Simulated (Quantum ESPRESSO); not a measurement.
HgSe:

```
CELL_PARAMETERS angstrom
0.00000 3.03900 3.03900
3.03900 0.00000 3.03900
3.03900 3.03900 0.00000
ATOMIC_POSITIONS crystal
Hg 0.00000 0.00000 0.00000
Se 0.75000 0.75000 0.75000
```

| Item | Value |
| --- | --- |
| Program | Quantum ESPRESSO 7.5 |
| Task | single point |
| Functional | PBE |
| Potentials or basis | SSSP 1.3 efficiency PBE |
| Cutoff | 816 eV |
| Density cutoff | 5987 eV |
| k mesh | 8 × 8 × 8 |
| Occupations | fermi-dirac, width 0.05 eV |
| Spin | no spin polarisation |

On this cell: pressure 4.5 GPa; largest force zero by symmetry; band gap on the k mesh none (metal or under the smearing width).

The same run follows on a disturbed copy (atoms moved at random, drawn with an rms of 0.05 Å):

```
Hg Se
1.0
     0.00000    3.03900    3.03900
     3.03900    0.00000    3.03900
     3.03900    3.03900    0.00000
Hg Se
1 1
Direct
  0.00528 0.99175 0.01093
  0.75446 0.73484 0.76053
```

Q: What does the disturbed cell give?

A: The energy (extrapolated to zero smearing) moves by +1.0 meV/atom; pressure 4.5 GPa; largest force 0.123 eV/Å; band gap on the k mesh none (metal or under the smearing width).

Forces in eV/Å, atoms in the order of the input:
```
Hg  -0.085 -0.005 -0.090
Se   0.085  0.005  0.090
```

Stress tensor (GPa, compression positive):
```
 4.53 -0.43 -0.04
-0.43  4.54 -0.41
-0.04 -0.41  4.53
```
